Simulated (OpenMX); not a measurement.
# Ag (P-1) in OpenMX: convergence with functions added to the quick basis (s p d f)

Aim: find how far functions added to the quick basis (s p d f) must go before the results for Ag settle, at PBE. This setting moves, with any that are tied to it; all else stays.

All numbers are computed with OpenMX 3.8.5; they aren't measurements. Logs are shortened: lines on timing, memory, paths and dates and some standing lists are left out, and cuts for length are marked.

## Step 1: The cell of the first run

The typed cell holds 1 atom: a = 2.916 Å, b = 2.913 Å, c = 2.821 Å, α = 108.56°, β = 109.96°, γ = 111.14°.

This isn't the form of Ag at room conditions, which is fcc.

The cell isn't the ideal one: cell strained at random at fixed volume.

## Step 2: With functions added to the quick basis (s p d f) -1 -1 0 0

Ag.dat

```
System.CurrrentDirectory             ./
System.Name                          Ag
DATA.PATH                            ./DFT_DATA13
level.of.stdout                      1
level.of.fileout                     0
Species.Number                       1
<Definition.of.Atomic.Species
  Ag  Ag7.0-s2p1d1           Ag_PBE13
Definition.of.Atomic.Species>

Atoms.Number                         1
Atoms.SpeciesAndCoordinates.Unit     Ang
<Atoms.SpeciesAndCoordinates
    1  Ag   -0.1003320959   -0.0105029189    0.0083841492   8.500  8.500
Atoms.SpeciesAndCoordinates>

Atoms.UnitVectors.Unit               Ang
<Atoms.UnitVectors
    -1.7137660000    1.6873470000    1.6493630000
     1.7137340000   -1.6847280000    1.6467120000
     1.6340040000    1.6049660000   -1.6467440000
Atoms.UnitVectors>

scf.XcType                           GGA-PBE
scf.SpinPolarization                 off
scf.ElectronicTemperature            580.226
scf.energycutoff                     400.0
scf.maxIter                          100
scf.EigenvalueSolver                 band
scf.Kgrid                            9 9 9
scf.Mixing.Type                      rmm-diisk
scf.Init.Mixing.Weight               0.05
scf.Min.Mixing.Weight                0.001
scf.Max.Mixing.Weight                0.3
scf.Mixing.History                   25
scf.Mixing.StartPulay                8
scf.criterion                        1.0e-8
scf.stress.tensor                    on
MD.Type                              nomd
```

Potentials or basis: OpenMX 2013 PBE set, Ag7.0-s2p1d1, grid cutoff 400 Ry.

Launch:

```console
> openmx Ag.dat -nt 1 > Ag.std
```

Run time: 15 s. Hardware: 1 thread of Arm Neoverse V2, shared host; peak memory 0.3 GiB.

Results:

```yaml
Free_energy: -3104.4415 eV
Pressure: 10.1 GPa
Band_gap_on_the_k_mesh: none (metal or under the smearing width)
```

## Step 3: With functions added to the quick basis (s p d f) 0 0 0 0

Changes to Ag.dat since step 2:

```diff
@@ -7,3 +7,3 @@
 <Definition.of.Atomic.Species
-  Ag  Ag7.0-s2p1d1           Ag_PBE13
+  Ag  Ag7.0-s3p2d1           Ag_PBE13
 Definition.of.Atomic.Species>
```

Potentials or basis: OpenMX 2013 PBE set, Ag7.0-s3p2d1, grid cutoff 400 Ry.

Launch:

```console
> openmx Ag.dat -nt 1 > Ag.std
```

Wall time 22 s (1 thread of Arm Neoverse V2, shared host); peak memory 0.32 GiB.

Results:

- Free energy: -3105.2785 eV
- Pressure: 2.2 GPa
- Band gap on the k mesh: none (metal or under the smearing width)

## Step 4: With functions added to the quick basis (s p d f) 1 0 0 0

Changes to Ag.dat since step 3:

```diff
@@ -7,3 +7,3 @@
 <Definition.of.Atomic.Species
-  Ag  Ag7.0-s3p2d1           Ag_PBE13
+  Ag  Ag7.0-s4p2d1           Ag_PBE13
 Definition.of.Atomic.Species>
```

Potentials or basis: OpenMX 2013 PBE set, Ag7.0-s4p2d1, grid cutoff 400 Ry.

Launch:

```console
> openmx Ag.dat -nt 1 > Ag.std
```

Run time: 24 s. Hardware: 1 thread of Arm Neoverse V2, shared host; peak memory 0.34 GiB.

What came out:

| Item | Value |
| --- | --- |
| Free energy | -3105.2823 eV |
| Pressure | 2.3 GPa |
| Band gap on the k mesh | none (metal or under the smearing width) |

## Step 5: With functions added to the quick basis (s p d f) 1 0 1 0

Changes to Ag.dat since step 4:

```diff
@@ -7,3 +7,3 @@
 <Definition.of.Atomic.Species
-  Ag  Ag7.0-s4p2d1           Ag_PBE13
+  Ag  Ag7.0-s4p2d2           Ag_PBE13
 Definition.of.Atomic.Species>
```

Potentials or basis: OpenMX 2013 PBE set, Ag7.0-s4p2d2, grid cutoff 400 Ry.

Launch:

```console
> openmx Ag.dat -nt 1 > Ag.std
```

Wall time 37 s (1 thread of Arm Neoverse V2, shared host); peak memory 0.47 GiB.

What came out:

- Free energy: -3105.3242 eV
- Pressure: 2.1 GPa
- Band gap on the k mesh: none (metal or under the smearing width)

## Step 6: With functions added to the quick basis (s p d f) 1 1 1 0

Changes to Ag.dat since step 5:

```diff
@@ -7,3 +7,3 @@
 <Definition.of.Atomic.Species
-  Ag  Ag7.0-s4p2d2           Ag_PBE13
+  Ag  Ag7.0-s4p3d2           Ag_PBE13
 Definition.of.Atomic.Species>
```

Potentials or basis: OpenMX 2013 PBE set, Ag7.0-s4p3d2, grid cutoff 400 Ry.

Launch:

```console
> openmx Ag.dat -nt 1 > Ag.std
```

Run time: 46 s. Hardware: 1 thread of Arm Neoverse V2, shared host; peak memory 0.51 GiB.

What came out:

| Quantity | Value |
| --- | --- |
| Free energy | -3105.3314 eV |
| Pressure | 1.9 GPa |
| Band gap on the k mesh | none (metal or under the smearing width) |

## Step 7: With functions added to the quick basis (s p d f) 1 1 1 1

Changes to Ag.dat since step 6:

```diff
@@ -7,3 +7,3 @@
 <Definition.of.Atomic.Species
-  Ag  Ag7.0-s4p3d2           Ag_PBE13
+  Ag  Ag7.0-s4p3d2f1         Ag_PBE13
 Definition.of.Atomic.Species>
```

Potentials or basis: OpenMX 2013 PBE set, Ag7.0-s4p3d2f1, grid cutoff 400 Ry.

Launch:

```console
> openmx Ag.dat -nt 1 > Ag.std
```

It took 78 s on 1 thread of Arm Neoverse V2, shared host; peak memory 0.64 GiB.

What came out:

- Free energy: -3105.3769 eV
- Pressure: 0.7 GPa
- Band gap on the k mesh: none (metal or under the smearing width)

## Step 8: With functions added to the quick basis (s p d f) 2 1 2 1

Changes to Ag.dat since step 7:

```diff
@@ -7,3 +7,3 @@
 <Definition.of.Atomic.Species
-  Ag  Ag7.0-s4p3d2f1         Ag_PBE13
+  Ag  Ag7.0-s5p3d3f1         Ag_PBE13
 Definition.of.Atomic.Species>
```

Potentials or basis: OpenMX 2013 PBE set, Ag7.0-s5p3d3f1, grid cutoff 400 Ry.

Launch:

```console
> openmx Ag.dat -nt 1 > Ag.std
```

Wall time 1.8 min (1 thread of Arm Neoverse V2, shared host); peak memory 0.72 GiB.

Results:

| Quantity | Value |
| --- | --- |
| Free energy | -3105.3815 eV |
| Pressure | 0.8 GPa |
| Band gap on the k mesh | none (metal or under the smearing width) |

## Step 9: With functions added to the quick basis (s p d f) 2 2 2 2

Changes to Ag.dat since step 8:

```diff
@@ -7,3 +7,3 @@
 <Definition.of.Atomic.Species
-  Ag  Ag7.0-s5p3d3f1         Ag_PBE13
+  Ag  Ag7.0-s5p4d3f2         Ag_PBE13
 Definition.of.Atomic.Species>
```

Potentials or basis: OpenMX 2013 PBE set, Ag7.0-s5p4d3f2, grid cutoff 400 Ry.

Launch:

```console
> openmx Ag.dat -nt 1 > Ag.std
```

Ag.out:

```text
Required cutoff energy (Ryd) for 3D-grids = 400.0000
      Used cutoff energy (Ryd) for 3D-grids = 399.0567, 393.1048, 412.8358
  Num. of grids of a-, b-, and c-axes = 28, 28, 28

  Num.Grid1.    28
  Num.Grid2.    28
  Num.Grid3.    28

  Cell_Volume =    122.508196486316 (Bohr^3)
  GridVol     =      0.005580730525 (Bohr^3)
  Cell vectors (bohr) of the grid cell (gtv)
    gtv_a = -0.115662433877,  0.113879409916,  0.111315861632
    gtv_b =  0.115660274190, -0.113702653046,  0.111136945075
    gtv_c =  0.110279279437,  0.108319498607, -0.111139104762
    |gtv_a| =  0.196818545021
    |gtv_b| =  0.196613867507
    |gtv_c| =  0.190385224896

***********************************************************

***********************************************************
                  SCF history at MD= 1
***********************************************************

   SCF=   1  NormRD=  1.000000000000  Uele= -15.874540747037
   SCF=   2  NormRD=  0.599006207518  Uele= -15.952103398966
   SCF=   3  NormRD=  0.477708337728  Uele= -16.050722344859
   SCF=   4  NormRD=  0.232251684790  Uele= -16.268102976285
   SCF=   5  NormRD=  0.122997533175  Uele= -16.398739610918
   SCF=   6  NormRD=  0.087386386949  Uele= -16.443068403881
   SCF=   7  NormRD=  0.062934123742  Uele= -16.457922018639
   SCF=   8  NormRD=  0.044642570434  Uele= -16.464663589953
   SCF=   9  NormRD=  0.003246351455  Uele= -16.474497796875
   SCF=  10  NormRD=  0.000635330728  Uele= -16.477011409411
   SCF=  11  NormRD=  0.000023595972  Uele= -16.476692224266
   SCF=  12  NormRD=  0.000001405214  Uele= -16.476713042594
   SCF=  13  NormRD=  0.000000676498  Uele= -16.476713099440
   SCF=  14  NormRD=  0.000000068638  Uele= -16.476712565629
[... 147 lines left out ...]
   sum over m+mul  0.372139901  0.372139901   0.744279802   0.000000000
  px          0    1.000474582  1.000474582   2.000949163   0.000000000
  py          0    1.000644525  1.000644525   2.001289049   0.000000000
  pz          0    1.000657317  1.000657317   2.001314634   0.000000000
   sum over m      3.001776423  3.001776423   6.003552846   0.000000000
  px          1    0.071125459  0.071125459   0.142250919   0.000000000
  py          1    0.070759996  0.070759996   0.141519993   0.000000000
[... 15 lines left out ...]
  dyz         0    0.960313029  0.960313029   1.920626057   0.000000000
   sum over m      4.822690569  4.822690569   9.645381138   0.000000000
  d3z^2-r^2   1    0.007311334  0.007311334   0.014622669   0.000000000
  dx^2-y^2    1    0.007596060  0.007596060   0.015192119   0.000000000
  dxy         1    0.002573544  0.002573544   0.005147088   0.000000000
  dxz         1    0.002617904  0.002617904   0.005235807   0.000000000
  dyz         1    0.002948403  0.002948403   0.005896806   0.000000000
   sum over m      0.023047244  0.023047244   0.046094489   0.000000000
  d3z^2-r^2   2   -0.000120721 -0.000120721  -0.000241443   0.000000000
  dx^2-y^2    2   -0.000287302 -0.000287302  -0.000574605   0.000000000
  dxy         2    0.001427760  0.001427760   0.002855519   0.000000000
  dxz         2    0.001380791  0.001380791   0.002761582   0.000000000
  dyz         2    0.001161120  0.001161120   0.002322239   0.000000000
   sum over m      0.003561646  0.003561646   0.007123293   0.000000000
   sum over m+mul  4.849299460  4.849299460   9.698598920   0.000000000
  f5z^2-3r^2  0    0.007132050  0.007132050   0.014264100   0.000000000
  f5xz^2-xr^2 0    0.009709407  0.009709407   0.019418815   0.000000000
  f5yz^2-yr^2 0    0.009362598  0.009362598   0.018725197   0.000000000
  fzx^2-zy^2  0    0.010850679  0.010850679   0.021701358   0.000000000
  fxyz        0    0.003556033  0.003556033   0.007112065   0.000000000
  fx^3-3*xy^2 0    0.008774266  0.008774266   0.017548532   0.000000000
  f3yx^2-y^3  0    0.008399889  0.008399889   0.016799778   0.000000000
   sum over m      0.057784923  0.057784923   0.115569845   0.000000000
  f5z^2-3r^2  1    0.000697635  0.000697635   0.001395269   0.000000000
  f5xz^2-xr^2 1   -0.000254823 -0.000254823  -0.000509646   0.000000000
  f5yz^2-yr^2 1   -0.000332449 -0.000332449  -0.000664898   0.000000000
  fzx^2-zy^2  1   -0.000827005 -0.000827005  -0.001654011   0.000000000
  fxyz        1    0.002654847  0.002654847   0.005309695   0.000000000
  fx^3-3*xy^2 1    0.000072649  0.000072649   0.000145298   0.000000000
  f3yx^2-y^3  1    0.000131022  0.000131022   0.000262043   0.000000000
   sum over m      0.002141876  0.002141876   0.004283751   0.000000000
   sum over m+mul  0.059926798  0.059926798   0.119853596   0.000000000

***********************************************************
       xyz-coordinates (Ang) and forces (Hartree/Bohr)
***********************************************************

<coordinates.forces
  1
    1    Ag    -0.10033  -0.01050   0.00838   0.000000000002  0.000000000000 -0.000000000000
coordinates.forces>

***********************************************************
       Fractional coordinates of the final structure
***********************************************************

     1     Ag     0.99862600000509   0.97248300000019   0.96601600002350
```

Ag.std:

```text
*******************************************************
 Welcome to OpenMX   Ver. 3.8.5
 Copyright (C), 2002-2014, T. Ozaki
 OpenMX comes with ABSOLUTELY NO WARRANTY.
 This is free software, and you are welcome to
 redistribute it under the constitution of the GNU-GPL.
*******************************************************
[... 203 lines left out ...]
  Uzs   =       0.000000000000
  Uzo   =       0.000000000000
  Uef   =       0.000000000000
  UvdW  =       0.000000000000
  Utot  =    -114.120786689601

*******************************************************
             MD or geometry opt. at MD = 1
*******************************************************

outputting data on grids to files...

The calculation was normally finished.
```

It took 2.9 min on 1 thread of Arm Neoverse V2, shared host; peak memory 0.85 GiB.

What came out:

```
Free energy            : -3105.3881 eV
Pressure               : 0.7 GPa
Band gap on the k mesh : none (metal or under the smearing width)
```

## Step 10: Result

| functions added to the quick basis (s p d f) | energy less the tightest run, at zero smearing (meV/atom) | pressure (GPa) | SCF cycles | CPU time (s) | peak memory (GiB) |
| --- | --- | --- | --- | --- | --- |
| -1 -1 0 0 | 945.65 | 10.14 | 14 | 15 | 0.3 |
| 0 0 0 0 | 109.51 | 2.17 | 14 | 22 | 0.32 |
| 1 0 0 0 | 105.65 | 2.26 | 14 | 24 | 0.34 |
| 1 0 1 0 | 63.79 | 2.05 | 15 | 37 | 0.47 |
| 1 1 1 0 | 56.61 | 1.88 | 15 | 46 | 0.51 |
| 1 1 1 1 | 11.13 | 0.72 | 16 | 78 | 0.64 |
| 2 1 2 1 | 6.57 | 0.77 | 16 | 110 | 0.72 |
| 2 2 2 2 | 0.00 | 0.66 | 17 | 170 | 0.85 |

Not settled before the last step: the energy (to 1 meV/atom), the pressure (to 0.1 GPa). The tightest run that finished is the yardstick and may itself not be fully converged.

Caveats: the basis of atomic orbitals isn't converged, which shifts pressures, moduli and gaps.
